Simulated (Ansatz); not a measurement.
Crystal: Sr.

```xyz
1
Lattice="0.0000 3.0423 3.0423 3.0423 0.0000 3.0423 3.0423 3.0423 0.0000" Properties=species:S:1:pos:R:3 pbc="T T T"
Sr    0.0000    0.0000    0.0000
```

Base run:

```yaml
Program: Ansatz 0.2.0
Functional: LDA
Potentials_or_basis: Ansatz PAW
Cutoff: 420 eV
Density_cutoff: 1680 eV
k_mesh: 8 × 8 × 8
Occupations: gaussian, width 0.02 eV
Spin: no spin polarisation
```

Its results: band gap on the k mesh none (metal or under the smearing width); pressure -1.6 GPa.

Question: After a change of settings the same cell gave: band gap on the k mesh none (metal or under the smearing width); pressure 0.3 GPa. Which change was it?
A. functional from LDA to RPBE
B. potentials or basis from Ansatz PAW to Ansatz PAW earlier set; cutoff from 420 eV to 350 eV; density cutoff from 1680 eV to 1400 eV; occupations from gaussian, width 0.02 eV to gaussian, width 0.1 eV
C. occupations from gaussian, width 0.02 eV to tetrahedron; spin from no spin polarisation to spin-orbit coupling, no magnetisation; potential files from those of the base run to others of the same set
D. functional from LDA to PBEsol; occupations from gaussian, width 0.02 eV to gaussian, width 0.05 eV

Answer: A.

RPBE binds less tightly than LDA, so the same cell stands under more pressure.

Caveats: the PAW data sets come from PBE, with cores solved anew for the run's functional, which leaves a small shift of forces and pressure; the potentials were made for another functional, which shifts forces and pressure (some runs).

Not every run made on this cell is shown here.
